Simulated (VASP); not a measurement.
# Ta (Im-3m) in VASP: a series of runs

The runs below take Ta through single point, with PBE.

All numbers are computed with VASP 6.6.1; they aren't measurements. Logs are shortened: lines on timing, memory, paths and dates and some standing lists are left out, and cuts for length are marked.

## Step 1: Starting point

It takes space group Im-3m (No. 229, cubic). The conventional cell has a = 3.303 Å, b = 3.303 Å, c = 3.303 Å, α = 90.00°, β = 90.00°, γ = 90.00°. Ta (site symmetry m-3m) has 8 Ta at 2.86 Å as nearest neighbours.

## Step 2: Single point, PBE

Contents of INCAR:

```
PREC     = Accurate       # precision mode
ENCUT    = 520            # plane-wave cutoff, eV
EDIFF    = 1E-7           # SCF threshold, eV
ISMEAR   = 0              # smearing method
SIGMA    = 0.1            # smearing width, eV
LREAL    = F              # projectors in reciprocal space
LASPH    = T              # aspherical terms in the spheres
NELM     = 80             # most SCF steps
ALGO     = Fast           # electronic algorithm
ISIF     = 2              # what is computed and relaxed
LWAVE    = F              # write WAVECAR
LCHARG   = F              # write CHGCAR
GGA      = PE             # functional
NBANDS   = 12             # bands
```

Contents of KPOINTS:

```
regular mesh
0
Gamma
  14 14 14
```

Contents of POSCAR:

```
Ta
1.0
   -1.6512800000      1.6512800000      1.6512800000
    1.6512800000     -1.6512800000      1.6512800000
    1.6512800000      1.6512800000     -1.6512800000
Ta
1
Direct
    0.0000000000      0.0000000000      0.0000000000
```

Potentials or basis: VASP PAW PBE potentials, release 64 (Ta_pv).

Command:

```console
$ cat potpaw_PBE.64/Ta_pv/POTCAR > POTCAR
$ mpirun -np 1 vasp_std > vasp.out
```

OUTCAR:

```text
PREC = Accurate
   ENCUT = 520
   EDIFF = 1E-7
   ISMEAR = 0
   LREAL = F
   LASPH = T
   NELM = 80
   ISIF = 2
   GGA = PE

 ion  position               nearest neighbor table
   1  0.000  0.000  0.000-

  LATTYP: Found a body centered cubic cell.
 ALAT       =     3.3025600000

  Lattice vectors:

 A1 = (  -1.6512800000,   1.6512800000,   1.6512800000)
 A2 = (   1.6512800000,  -1.6512800000,   1.6512800000)
 A3 = (   1.6512800000,   1.6512800000,  -1.6512800000)

Analysis of symmetry for initial positions (statically):
=====================================================================
 Subroutine PRICEL returns:
 Original cell was already a primitive cell.

 Routine SETGRP: Setting up the symmetry group for a
 body centered cubic supercell.

 Subroutine GETGRP returns: Found 48 space group operations
 (whereof 48 operations were pure point group operations)
 out of a pool of 48 trial point group operations.

The static configuration has the point symmetry O_h .

Analysis of symmetry for dynamics (positions and initial velocities):
=====================================================================
 Subroutine PRICEL returns:
 Original cell was already a primitive cell.

 Routine SETGRP: Setting up the symmetry group for a
 body centered cubic supercell.

 Subroutine GETGRP returns: Found 48 space group operations
 (whereof 48 operations were pure point group operations)
 out of a pool of 48 trial point group operations.

The dynamic configuration has the point symmetry O_h .

 Subroutine INISYM returns: Found 48 space group operations
 (whereof 48 operations are pure point group operations),
 and found     1 'primitive' translations

----------------------------------------------------------------------------------------

                                     Primitive cell

  volume of cell :      18.0104

  direct lattice vectors                    reciprocal lattice vectors
    -1.651280000  1.651280000  1.651280000     0.000000000  0.302795407  0.302795407
     1.651280000 -1.651280000  1.651280000     0.302795407  0.000000000  0.302795407
     1.651280000  1.651280000 -1.651280000     0.302795407  0.302795407  0.000000000

  length of vectors
     2.860100858  2.860100858  2.860100858     0.428217371  0.428217371  0.428217371

  position of ions in fractional coordinates (direct lattice)
     0.000000000  0.000000000  0.000000000

  ion indices of the primitive-cell ions
   primitive index   ion index
                 1           1

----------------------------------------------------------------------------------------

 KPOINTS: regular mesh

Automatic generation of k-mesh.
 Grid dimensions read from file:
 generate k-points for:   14   14   14

 Generating k-lattice:

  Cartesian coordinates                     Fractional coordinates (reciprocal lattice)
     0.000000000  0.021628243  0.021628243     0.071428571  0.000000000  0.000000000
     0.021628243  0.000000000  0.021628243     0.000000000  0.071428571  0.000000000
     0.021628243  0.021628243  0.000000000     0.000000000  0.000000000  0.071428571

  Length of vectors
     0.030586955  0.030586955  0.030586955

  Shift w.r.t. Gamma in fractional coordinates (k-lattice)
     0.000000000  0.000000000  0.000000000

 Subroutine IBZKPT returns following result:
 ===========================================

 Found    104 irreducible k-points:

 Following reciprocal coordinates:
            Coordinates               Weight
  0.000000  0.000000  0.000000      1.000000
  0.071429  0.000000  0.000000     12.000000
  0.142857  0.000000  0.000000     12.000000
  0.214286  0.000000  0.000000     12.000000
  0.285714  0.000000  0.000000     12.000000
  0.357143  0.000000  0.000000     12.000000
[... 16 lines left out ...]
  0.285714  0.285714  0.000000     24.000000
  0.357143  0.285714  0.000000     24.000000
 [... further k-points ...]
   k-points           NKPTS =    104   k-points in BZ     NKDIM =    104   number of bands    NBANDS=     12
   number of dos      NEDOS =    301   number of ions     NIONS =      1
   total plane-waves  NPLWV =  13824
   dimension x,y,z NGX =    24 NGY =   24 NGZ =   24
   dimension x,y,z NGXF=    48 NGYF=   48 NGZF=   48
   ions per type =               1
   NGX,Y,Z   is equivalent  to a cutoff of  13.95, 13.95, 13.95 a.u.
   NGXF,Y,Z  is equivalent  to a cutoff of  27.90, 27.90, 27.90 a.u.
 SYSTEM =  unknown system
   PREC   = accura    normal or accurate (medium, high low for compatibility)
   ISTART =      0    job   : 0-new  1-cont  2-samecut
   ICHARG =      2    charge: 1-file 2-atom 10-const
   ISPIN  =      1    spin polarized calculation?
   LNONCOLLINEAR =      F non collinear calculations
   LSORBIT =      F    spin-orbit coupling
   LASPH  =      T    aspherical Exc in radial PAW
   ENCUT  =  520.0 eV  38.22 Ry    6.18 a.u.   5.32  5.32  5.32*2*pi/ulx,y,z
   NELM   =     80;   NELMIN=  2; NELMDL= -5     # of ELM steps
   EDIFF  = 0.1E-06   stopping-criterion for ELM
   LREAL  =      F    real-space projection
   EDIFFG = 0.1E-05   stopping-criterion for IOM
   NSW    =      0    number of steps for IOM
   IBRION =     -1    ionic relax: 0-MD 1-quasi-New 2-CG
   NFREE  =      0    steps in history (QN), initial steepest desc. (CG)
   ISIF   =      2    stress and relaxation
   ISYM   =      2    0-nonsym 1-usesym 2-fastsym
   POTIM  = 0.5000    time-step for ionic-motion
   TEBEG  =    0.0;   TEEND  =   0.0 temperature during run
   PSTRESS=    0.0 pullay stress
   NELECT =      11.0000    total number of electrons
   NUPDOWN=      -1.0000    fix difference up-down
   EMIN   =  10.00;   EMAX   =-10.00  energy-range for DOS
   EFERMI =   0.00;   METHOD = LEGACY
   ISMEAR =     0;   SIGMA  =   0.10  broadening in eV -4-tet -1-fermi 0-gaus
   EFERMI_NEDOS =   21; number of points for ismear=-14 and -15
   IALGO  =     68    algorithm
   IMIX   =      4    mixing-type and parameters
     AMIX     =   0.40;   BMIX     =  1.00
     AMIX_MAG =   1.60;   BMIX_MAG =  1.00
  volume/ion in A,a.u.               =      18.01       121.54
  Fermi-wavevector in a.u.,A,eV,Ry     =   1.388988  2.624806 26.249534  1.929286
  Thomas-Fermi vector in A             =   2.513061
   LORBIT       =      0    0 simple, 1 ext, 2 COOP (PROOUT), +10 PAW based schemes
   GGA     = PE    functional components
   LHFCALC =     F    Hartree Fock is set to
   AEXX    =    0.0000 exact exchange contribution
   IVDW    =     0    specifies the selected vdW correction
   LEPSILON=     F    determine dielectric tensor
   LRPA    =     F    only Hartree local field effects (RPA)
 non-spin polarized calculation
 RMM-DIIS sequential band-by-band and
 Gauss-broadening in eV      SIGMA  =   0.10
  energy-cutoff  :      520.00
  volume of cell :       18.01
 maximum number of plane-waves:       496
 NGX is ok and might be reduce to    24
   NGX = 11   NGY = 11   NGZ = 11

 number of electron      11.0000002 magnetization

 Free energy of the ion-electron system (eV)
  ---------------------------------------------------
  ext. energy  EPLUGINS =         0.00000000
  ---------------------------------------------------
  free energy    TOTEN  =       -11.81894006 eV

  energy without entropy =      -11.81437776  energy(sigma->0) =      -11.81665891

 E-fermi :   5.4773     XC(G=0): -12.6188

 val. band max:        5.4465452992   @ k =  -0.3571   0.4286   0.1429
 cond. band min:       5.5023198798   @ k =   0.0714   0.0714   0.0714
 fundamental gap:      0.0557745806
 Fermi energy:         5.4773490114

 k-point     1 :       0.0000    0.0000    0.0000
  band No.  band energies     occupation
      1     -27.5867      2.00000
      2     -27.5867      2.00000
      3     -27.5867      2.00000
      4      -2.4296      2.00000
      5       6.2205      0.00000
      6       6.2205      0.00000
      7       6.2205      0.00000
      8       9.4942      0.00000
      9       9.4942      0.00000
     10      20.4983      0.00000
     11      20.4983      0.00000
     12      20.4983      0.00000

 k-point     2 :       0.0714    0.0000    0.0000
  band No.  band energies     occupation
      1     -27.6499      2.00000
      2     -27.6061      2.00000
      3     -27.5870      2.00000
      4      -2.2020      2.00000
      5       6.0728      0.00000
      6       6.1753      0.00000
      7       6.4437      0.00000
      8       9.2605      0.00000
      9       9.4948      0.00000
     10      20.7014      0.00000
     11      20.8974      0.00000
     12      21.0906      0.00000

 k-point     3 :       0.1429    0.0000    0.0000
  band No.  band energies     occupation
      1     -27.8239      2.00000
      2     -27.6602      2.00000
      3     -27.5880      2.00000
      4      -1.5587      2.00000
      5       5.6866      0.00308
      6       5.9664      0.00000
      7       7.1024      0.00000
      8       8.8828      0.00000
      9       9.5168      0.00000
     10      21.1284      0.00000
     11      22.0319      0.00000
     12      22.3761      0.00000
[... 286 lines left out ...]
 k-point    23 :       0.2857    0.2857    0.0000
  band No.  band energies     occupation
      1     -28.5326      2.00000
      2     -28.2210      2.00000
      3     -27.7275      2.00000
      4       2.7897      2.00000
      5       4.0864      2.00000
      6       4.9156      2.00000
      7       9.4817      0.00000
      8      10.2633      0.00000
      9      15.2021      0.00000
     10      15.4642      0.00000
     11      19.3347      0.00000
     12      22.1497      0.00000

 k-point    24 :       0.3571    0.2857    0.0000
  band No.  band energies     occupation
      1     -28.4877      2.00000
      2     -28.3084      2.00000
      3     -27.7337      2.00000
      4       2.9312      2.00000
      5       4.2307      2.00000
      6       4.7818      2.00000
      7       9.7133      0.00000
      8      10.2871      0.00000
      9      14.4352      0.00000
     10      16.5781      0.00000
     11      18.3690      0.00000
     12      20.1894      0.00000

 [... further k-points ...]
[... 5 lines left out ...]
  --------------------------------------------------------------------------------------
  -------------------------------------------------------------------------------------
  Total        0.3525975      0.3525975      0.3525975     -0.0000000     -0.0000000      0.0000000
  in kB       31.3666147     31.3666147     31.3666147     -0.0000000     -0.0000000      0.0000000
  external PRESSURE =      31.3666147 kB  Pullay stress =       0.0000000 kB

 VOLUME and BASIS-vectors are now :
 -----------------------------------------------------------------------------
  energy-cutoff  :      520.00
  volume of cell :       18.01
      direct lattice vectors                 reciprocal lattice vectors
    -1.651280000  1.651280000  1.651280000     0.000000000  0.302795407  0.302795407
     1.651280000 -1.651280000  1.651280000     0.302795407  0.000000000  0.302795407
     1.651280000  1.651280000 -1.651280000     0.302795407  0.302795407  0.000000000

 POSITION                                       TOTAL-FORCE (eV/Angst)
 -----------------------------------------------------------------------------------
      0.00000      0.00000      0.00000        -0.000000      0.000000      0.000000
 -----------------------------------------------------------------------------------
    total drift:                               -0.000000     -0.000000      0.000000

  FREE ENERGIE OF THE ION-ELECTRON SYSTEM (eV)
  ---------------------------------------------------
  free  energy   TOTEN  =       -11.8189400618 eV

  energy  without entropy=      -11.8143777639  energy(sigma->0) =      -11.81665891
```

Run time: 13 s. Hardware: 1 thread of Intel Xeon Platinum 8559C (Emerald Rapids), shared host; peak memory 0.15 GiB.

What came out:

- Free energy: -11.8189 eV
- Pressure: 3.1 GPa
- Band gap on the k mesh: none (metal or under the smearing width)

Spin-orbit coupling is left out, which matters for the levels of Ta.

## Step 3: Single point, PBE

INCAR is that of step 2.

Contents of KPOINTS:

```
regular mesh
0
Gamma
  18 18 18
```

POSCAR is that of step 2.

Potentials or basis: VASP PAW PBE potentials, release 64 (Ta_pv).

Command:

```console
$ cat potpaw_PBE.64/Ta_pv/POTCAR > POTCAR
$ mpirun -np 1 vasp_std > vasp.out
```

Wall time 19 s (1 thread of Intel Xeon Platinum 8559C (Emerald Rapids), shared host); peak memory 0.16 GiB.

It converged, with:

- Free energy: -11.8136 eV
- Pressure: 3.0 GPa
- Band gap on the k mesh: none (metal or under the smearing width)

Levels at points of the mesh, in eV from the Fermi level:
| k point | band 1 | band 2 | band 3 | band 4 | band 5 | band 6 | band 7 | band 8 | band 9 | band 10 |
| --- | --- | --- | --- | --- | --- | --- | --- | --- | --- | --- |
| (0.00, 0.00, 0.00) | -33.08 | -33.08 | -33.08 | -7.93 | 0.72 | 0.72 | 0.72 | 4.00 | 4.00 | 15.00 |
| (0.50, 0.00, 0.00) | -34.25 | -33.46 | -33.09 | -4.39 | -1.55 | 1.58 | 3.88 | 4.91 | 7.79 | 11.72 |
| (0.50, 0.50, 0.50) | -33.90 | -33.90 | -33.90 | -3.81 | -3.81 | 6.83 | 6.83 | 6.83 | 8.64 | 8.64 |
